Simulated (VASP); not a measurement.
All values below come from LDA (Ceperley-Alder, Perdew-Zunger), VASP's LDA PAW potentials (set 64) (plane waves; VASP).

VASP input:

KPOINTS:
```
Automatic mesh
0
Gamma
14 14 8
0 0 0
```

### INCAR
```
ENCUT=400
NSW=50   # most ionic steps
IBRION=2
NELM=100
ISIF=3   # ions, shape and volume
ALGO=Normal   # blocked Davidson
EDIFFG=-0.01   # ionic stop
LWAVE=.FALSE.
ISMEAR=-1   # Fermi-Dirac
SYSTEM=InN
LREAL=.FALSE.
LCHARG=.FALSE.
PREC=Accurate
SIGMA=0.1   # width (eV)
LASPH=.TRUE.   # aspherical one-centre terms
LMAXMIX=4   # l cut-off of mixed one-centre charges
EDIFF=1E-6   # SCF stop (eV)
```

**POSCAR**
```
InN
1
    3.5002010000     0.0000000000     0.0000000000
   -1.7501010000     3.0312630000     0.0000000000
    0.0000000000     0.0000000000     5.6511580000
In N
2 2
Direct
  0.6666670000   0.3333330000   0.5004800000
  0.3333330000   0.6666670000   0.0004800000
  0.6666670000   0.3333330000   0.8795200000
  0.3333330000   0.6666670000   0.3795200000
```

POTCAR, in this order: In_d N (LDA.64 set). Program: vasp_std.

What VASP printed:

### OSZICAR
```
       N       E                     dE             d eps       ncg     rms          rms(c)
DAV:   1     0.317239553577E+03    0.31724E+03   -0.15850E+04  5296   0.196E+03
DAV:   2     0.114588343485E+02   -0.30578E+03   -0.29790E+03  5526   0.442E+02
DAV:   3    -0.280305234842E+02   -0.39489E+02   -0.38767E+02  7094   0.174E+02
DAV:   4    -0.292226781659E+02   -0.11922E+01   -0.11893E+01  6274   0.323E+01
DAV:   5    -0.292655510210E+02   -0.42873E-01   -0.42864E-01  7204   0.535E+00    0.149E+01
DAV:   6    -0.247536916509E+02    0.45119E+01   -0.19919E+01  9370   0.620E+01    0.118E+01
DAV:   7    -0.248187526934E+02   -0.65061E-01   -0.21537E+00  5660   0.117E+01    0.344E+00
DAV:   8    -0.247637454561E+02    0.55007E-01   -0.24041E-01  8364   0.524E+00    0.173E+00
DAV:   9    -0.247430631952E+02    0.20682E-01   -0.54932E-02  8662   0.350E+00    0.485E-01
DAV:  10    -0.247403171982E+02    0.27460E-02   -0.10125E-02  8774   0.134E+00    0.187E-01
DAV:  11    -0.247405105054E+02   -0.19331E-03   -0.36153E-03  8334   0.475E-01    0.142E-01
DAV:  12    -0.247403780130E+02    0.13249E-03   -0.50795E-04  8732   0.267E-01    0.398E-02
DAV:  13    -0.247403821771E+02   -0.41641E-05   -0.39428E-05  6240   0.460E-02    0.180E-02
DAV:  14    -0.247403807719E+02    0.14051E-05   -0.27551E-06  5658   0.192E-02    0.689E-03
DAV:  15    -0.247403805193E+02    0.25262E-06   -0.19741E-06  4018   0.112E-02
   1 F= -.24740381E+02 E0= -.24739804E+02  d E =-.247404E+02
       N       E                     dE             d eps       ncg     rms          rms(c)
DAV:   1    -0.248484257008E+02   -0.10804E+00   -0.29192E+00  6396   0.370E+01    0.244E+00
DAV:   2    -0.247543699872E+02    0.94056E-01   -0.23167E-01  6682   0.117E+01    0.770E-01
DAV:   3    -0.247398071361E+02    0.14563E-01   -0.47468E-02  7190   0.581E+00    0.352E-01
DAV:   4    -0.247393796643E+02    0.42747E-03   -0.61325E-03  8148   0.840E-01    0.168E-01
DAV:   5    -0.247393850623E+02   -0.53980E-05   -0.22091E-03  7440   0.390E-01    0.194E-01
DAV:   6    -0.247392500004E+02    0.13506E-03   -0.30594E-04  8052   0.219E-01    0.364E-02
DAV:   7    -0.247392218315E+02    0.28169E-04   -0.17872E-04  8610   0.128E-01    0.241E-02
DAV:   8    -0.247392234543E+02   -0.16228E-05   -0.14398E-05  8046   0.326E-02    0.195E-02
DAV:   9    -0.247392231476E+02    0.30669E-06   -0.19508E-06  4602   0.135E-02
   2 F= -.24739223E+02 E0= -.24738693E+02  d E =0.115737E-02
       N       E                     dE             d eps       ncg     rms          rms(c)
DAV:   1    -0.247752722217E+02   -0.36049E-01   -0.90941E-01  6402   0.211E+01    0.130E+00
DAV:   2    -0.247472785676E+02    0.27994E-01   -0.68569E-02  6956   0.632E+00    0.427E-01
DAV:   3    -0.247426591775E+02    0.46194E-02   -0.14696E-02  6934   0.332E+00    0.162E-01
DAV:   4    -0.247425332521E+02    0.12593E-03   -0.17376E-03  8112   0.447E-01    0.107E-01
DAV:   5    -0.247425418292E+02   -0.85772E-05   -0.46841E-04  7348   0.167E-01    0.772E-02
DAV:   6    -0.247425029002E+02    0.38929E-04   -0.11529E-04  7980   0.140E-01    0.352E-02
DAV:   7    -0.247424986997E+02    0.42005E-05   -0.35240E-05  8028   0.477E-02    0.127E-02
DAV:   8    -0.247424989878E+02   -0.28807E-06   -0.64239E-07  3570   0.782E-03
   3 F= -.24742499E+02 E0= -.24741944E+02  d E =-.211847E-02
```

**OUTCAR**
```
------------------------ aborting loop because EDIFF is reached ----------------------------------------
  FORCE on cell =-STRESS in cart. coord.  units (eV):
  Direction    XX          YY          ZZ          XY          YZ          ZX
  --------------------------------------------------------------------------------------
  Total       -0.0156321     -0.0156321     -0.0071141      0.0000000      0.0000000      0.0000000
  in kB       -0.4211675     -0.4211675     -0.1916699      0.0000001      0.0000000      0.0000000
  external PRESSURE =      -0.3446683 kB  Pullay stress =       0.0000000 kB
  volume of cell :       59.47
      direct lattice vectors                 reciprocal lattice vectors
     3.490386557  0.000000002  0.000000000     0.286501218  0.165411602 -0.000000000
    -1.745193776  3.022763442  0.000000000    -0.000000000  0.330823109 -0.000000000
     0.000000000  0.000000000  5.636330305     0.000000000  0.000000000  0.177420404
 POSITION                                       TOTAL-FORCE (eV/Angst)
 -----------------------------------------------------------------------------------
      1.74519      1.00759      2.82097         0.000000     -0.000000      0.004742
     -0.00000      2.01518      0.00280        -0.000000      0.000000      0.004742
      1.74519      1.00759      4.95717        -0.000000     -0.000000     -0.004742
     -0.00000      2.01518      2.13900         0.000000      0.000000     -0.004742
 -----------------------------------------------------------------------------------
    total drift:                               -0.001292      0.000746      0.000061
  FREE ENERGIE OF THE ION-ELECTRON SYSTEM (eV)
  ---------------------------------------------------
  free  energy   TOTEN  =       -24.7424989878 eV

  energy  without entropy=      -24.7413896814  energy(sigma->0) =      -24.74194433

 reached required accuracy - stopping structural energy minimisation
```
(Selected blocks of OUTCAR.)

### CONTCAR
```
InN
   1.00000000000000
     3.4903865572860782    0.0000000016188702    0.0000000000000000
    -1.7451937758390734    3.0227634423446896    0.0000000000000000
     0.0000000000000000    0.0000000000000000    5.6363303051584053
  In              N
     2     2
Direct
     0.6666669999999968    0.3333330000000032    0.5004975005478478
     0.3333330000000032    0.6666669999999968    0.0004975005478478
     0.6666669999999968    0.3333330000000032    0.8795024994521548
     0.3333330000000032    0.6666669999999968    0.3795024994521548
```

### OUTCAR
```
 val. band max:        6.7578824582   @ k =   0.0000   0.0000   0.0000

 cond. band min:       7.4175011780   @ k =   0.0000   0.0000   0.1250


 Fermi energy:         7.0928929447

 k-point     1 :       0.0000    0.0000    0.0000
  band No.  band energies     occupation
      1      -8.1687      2.00000
      2      -8.0281      2.00000
      3      -6.6358      2.00000
      4      -6.6190      2.00000
      5      -6.6190      2.00000
      6      -6.5360      2.00000
      7      -6.5360      2.00000
      8      -6.2851      2.00000
      9      -6.2851      2.00000
     10      -6.1156      2.00000
     11      -6.1156      2.00000
     12      -4.3269      2.00000
     13       0.6491      2.00000
     14       5.8092      1.99999
     15       5.8092      1.99999
     16       6.6114      1.98391
     17       6.7363      1.94502
     18       6.7579      1.93223
     19       6.7579      1.93222
     20       9.6120      0.00000
     21      13.6666      0.00000
     22      15.9002      0.00000

 k-point     2 :       0.0714    0.0000    0.0000
  band No.  band energies     occupation
      1      -8.1662      2.00000
      2      -8.0234      2.00000
      3      -6.6302      2.00000
      4      -6.6078      2.00000
      5      -6.5676      2.00000
      6      -6.5270      2.00000
      7      -6.5209      2.00000
      8      -6.2912      2.00000
      9      -6.2861      2.00000
     10      -6.1282      2.00000
     11      -6.1137      2.00000
     12      -4.2888      2.00000
     13       0.7106      2.00000
     14       5.4709      2.00000
     15       5.7175      2.00000
     16       5.9370      1.99998
     17       6.6646      1.97278
     18       6.7137      1.95587
     19       7.4481      0.05576
     20       9.9056      0.00000
     21      13.6388      0.00000
     22      15.3967      0.00000

 k-point     3 :       0.1429   -0.0000    0.0000
  band No.  band energies     occupation
      1      -8.1613      2.00000
...
```

At this cut-off the stress carries a Pulay error, which pulls relaxed volumes low. Unless said otherwise, spin-orbit coupling is left out, though it shifts the bands of the heavy elements here.

The structure comes from a computed database's InN entry; how it stands against other phases isn't given here. This run relaxes it. Symmetry was kept, so distortions that lower it aren't found. The run is one of a series of settings (EDIFFG = -0.01, IBRION = 2, ISIF = 3, NSW = 50 against the base run), some of them coarse on purpose.
